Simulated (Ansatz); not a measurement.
# Hf2H: the cost of one run

Method: DFT PBE, scalar-relativistic, plane waves, PAW, unless a step names another level, in Ansatz 0.2.0.

2 further runs of the same task are left out: 1 that didn't finish, 1 set aside as unsound or not needed.

**1. The system as given**

The structure is cubic, space group Pn-3m (No. 224). Conventional cell: a = 4.587 Å, b = 4.587 Å, c = 4.587 Å, α = 90.00°, β = 90.00°, γ = 90.00°. Hf (site symmetry -3m) has 2 H at 1.99 Å as nearest neighbours. H (site symmetry -43m) has 4 Hf at 1.99 Å as nearest neighbours.

Structure file:

```cif
data_structure
_symmetry_space_group_name_H-M 'P 1'
_symmetry_Int_Tables_number 1
_cell_length_a 4.5867
_cell_length_b 4.5867
_cell_length_c 4.5867
_cell_angle_alpha 90.000
_cell_angle_beta 90.000
_cell_angle_gamma 90.000
_cell_volume 96.49
loop_
_atom_site_label
_atom_site_type_symbol
_atom_site_fract_x
_atom_site_fract_y
_atom_site_fract_z
_atom_site_occupancy
Hf1 Hf 0.25000 0.75000 0.25000 1
Hf2 Hf 0.75000 0.25000 0.25000 1
Hf3 Hf 0.25000 0.25000 0.75000 1
Hf4 Hf 0.75000 0.75000 0.75000 1
H1 H 0.00000 0.00000 0.00000 1
H2 H 0.50000 0.50000 0.50000 1
```

It came out lowest among 27 distinct ends of the trial cells. At a tolerance of 0.05 Å it has space group Pn-3m (No. 224).

**2. Relaxing to 0.001 eV/Å, on the response runs' mesh and smearing**

Input file input.yaml:

```yaml
crystal:
  lattice:
    - [4.5866569869, 0.0, 0.0]
    - [0.0, 4.5866569869, 0.0]
    - [0.0, 0.0, 4.5866569869]
  atoms:
    - { symbol: Hf, position: [0.25, 0.75, 0.25] }
    - { symbol: Hf, position: [0.75, 0.25, 0.25] }
    - { symbol: Hf, position: [0.25, 0.25, 0.75] }
    - { symbol: Hf, position: [0.75, 0.75, 0.75] }
    - { symbol: H, position: [0.0, 0.0, 0.0] }
    - { symbol: H, position: [0.5, 0.5, 0.5] }
basis:
  ecutwfc: 420
kpoints:
  mp_grid: { grid: [8, 8, 8] }
hamiltonian:
  xc: pbe
scf:
  occupations: { method: gaussian, width: 0.1 }
output:
  forces: true
  stress: true
  eigenvalues: true
relax:
  adjacent_minimum: "off"
  f_tol: 0.001
  max_steps: 60
  cell: { stress_tol: 0.01 }
```

Command:

```sh
ansatz run input.yaml --threads 3 --pin off --max-ram 7680MiB --backend cpu --events-out ev --progress --plain --runs-dir out
```

What time and memory should one allow on 3 threads of Intel Xeon at 2.70GHz, shared host?

About 12 s, with a peak of 0.55 GiB.
